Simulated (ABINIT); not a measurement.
BP:

```
P B
1.0
     0.00000    2.26900    2.26900
     2.26900    0.00000    2.26900
     2.26900    2.26900    0.00000
P B
1 1
Direct
  0.75000 0.75000 0.75000
  0.00000 0.00000 0.00000
```

Base run:

- Program: ABINIT 10.8.3 (patched build)
- Functional: SOGGA
- Potentials or basis: JTH PAW PBE v2.0
- Cutoff: 544 eV
- k mesh: 10 × 10 × 10
- Occupations: fermi-dirac, width 0.05 eV
- Spin: no spin polarisation

Its results: band gap on the k mesh 1.05 eV, indirect (least direct gap 3.31 eV); pressure -3.1 GPa.

Problem. The run is repeated on the same cell with these changes: functional from SOGGA to RPBE. What comes out?

Solution. Band gap on the k mesh 1.25 eV, indirect (least direct gap 3.39 eV); pressure 3.6 GPa.

RPBE binds less tightly than SOGGA, so the same cell stands under more pressure.

Caveats: the PAW data sets were made with another functional, which shifts forces and pressure a little.
